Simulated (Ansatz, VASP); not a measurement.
**BeS: VASP beside Ansatz**

INCAR

```
PREC     = Accurate       # precision mode
ENCUT    = 600            # plane-wave cutoff, eV
EDIFF    = 1E-7           # SCF threshold, eV
ISMEAR   = 0              # smearing method
SIGMA    = 0.02           # smearing width, eV
LREAL    = False          # projectors in reciprocal space
LASPH    = True           # aspherical terms in the spheres
NELM     = 60             # most SCF steps
ALGO     = Normal         # electronic algorithm
ISIF     = 3              # what is computed and relaxed
LWAVE    = False          # write WAVECAR
LCHARG   = False          # write CHGCAR
GGA      = PE             # functional
IBRION   = 2              # ionic algorithm
NSW      = 100            # ionic steps
EDIFFG   = -0.01          # ionic threshold
```

File KPOINTS:

```
Automatic mesh
0
Gamma
  12 12 6
```

The input POSCAR:

```
BeS
1.0
    3.4544569851      0.0000000000      0.0000000000
   -1.7272284925      2.9916475054      0.0000000000
    0.0000000000      0.0000000000      5.0977772502
Be S
1 1
Direct
    0.0000000000      0.0000000000      0.0000000000
    0.3333333333      0.6666666667      0.0000000000
```

Input for Ansatz:

```yaml
crystal:
  lattice:
    - [3.4544569851, 0.0, 0.0]
    - [-1.7272284925, 2.9916475054, 0.0]
    - [0.0, 0.0, 5.0977772502]
  atoms:
    - { symbol: Be, position: [0.0, 0.0, 0.0] }
    - { symbol: S, position: [0.3333333333, 0.6666666667, 0.0] }
basis:
  ecutwfc: 420
kpoints:
  mp_grid: { grid: [12, 12, 6] }
hamiltonian:
  xc: pbe
scf:
  occupations: { method: gaussian, width: 0.02 }
output:
  forces: true
  stress: true
  eigenvalues: true
relax:
  adjacent_minimum: "off"
  f_tol: 0.01
  max_steps: 80
  cell: { stress_tol: 0.05 }
```

Alike in both runs: task relaxation of cell and atoms; functional PBE; k mesh 12 × 12 × 6; occupations gaussian, width 0.02 eV; no spin polarisation.

```csv
,VASP,Ansatz
version,VASP 6.6.1,Ansatz 0.2.0
potentials or method,"VASP PAW PBE potentials, release 64 (Be, S)","scalar-relativistic, plane waves, PAW"
plane-wave cutoff (eV),600,420
valence electrons in the cell,8,8
```

|  | VASP | Ansatz | Ansatz less VASP |
| --- | --- | --- | --- |
| gap on the k mesh at the Fermi level, each at its own relaxed structure (eV) | 4.09 | 4.07 | -0.020 |
| relaxed volume (Å³/atom) | 26.34 | 26.34 | 0.000 |
| relaxed cell length with the largest relative difference (Å) | 3.454 | 3.454 | 0.0000 |

Caveats: the relaxation stopped at its first step, so nothing moved; this functional lacks dispersion, which binds the layers, so the pressure and a relaxed spacing across them are unreliable. A k mesh can miss the band edges.
